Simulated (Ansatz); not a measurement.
# In: what symmetry allows forces and stress to be

```yaml
crystal:
  lattice:
    - [1.63780, 0.94558, 8.78962]
    - [-1.63780, 0.94558, 8.78962]
    - [0.00000, -1.89116, 8.78962]
  atoms:
    - { symbol: In, position: [0.00000, 0.00000, 0.00000] }
    - { symbol: In, position: [0.77055, 0.77055, 0.77055] }
    - { symbol: In, position: [0.22945, 0.22945, 0.22945] }
```

These are results of Ansatz 0.2.0, DFT PBE, scalar-relativistic, plane waves, PAW, not measurements.

Plane waves to 420 eV, a k mesh through Γ of 15×15×15 on the computed 3-atom cell and Gaussian smearing (0.10 eV); no spin polarisation.

This distorted cell has space group R-3m, with 12 operations.

Without a calculation: in which directions can each atom feel a force?

A force must be left unchanged by every operation that keeps its atom in place, so it lies in the space that those operations leave fixed. Atoms that the group maps onto each other feel forces of one size.
| atom | site symmetry | operations at the site | equivalent to atom | allowed force (Cartesian) |
| --- | --- | --- | --- | --- |
| In1 | -3m | 12 | 1 | none |
| In2 | 3m | 6 | 2 | along (0.00, 0.00, 1.00) |
| In3 | 3m | 6 | 2 | along (0.00, 0.00, 1.00) |

That leaves 1 independent force component of 9. A relaxation in this cell that keeps the symmetry moves the atoms in these directions alone.

And the stress tensor?

It must be invariant under the point group, which leaves 2 independent components: yz, xz, xy vanish; xx = yy.

Do the computed values obey this?

Yes. Forces (eV/Å):
```
In1  0.000  0.000  0.000
In2  0.000  0.000  0.318
In3  0.000  0.000 -0.318
```

Stress (GPa, compression positive, xx yy zz yz xz xy): 1.69 1.69 0.55 0.00 0.00 0.00. The program imposes the same operations on density, forces and stress, so this confirms the analysis and is no independent test of the calculation.

This form isn't the element's structure at ambient conditions.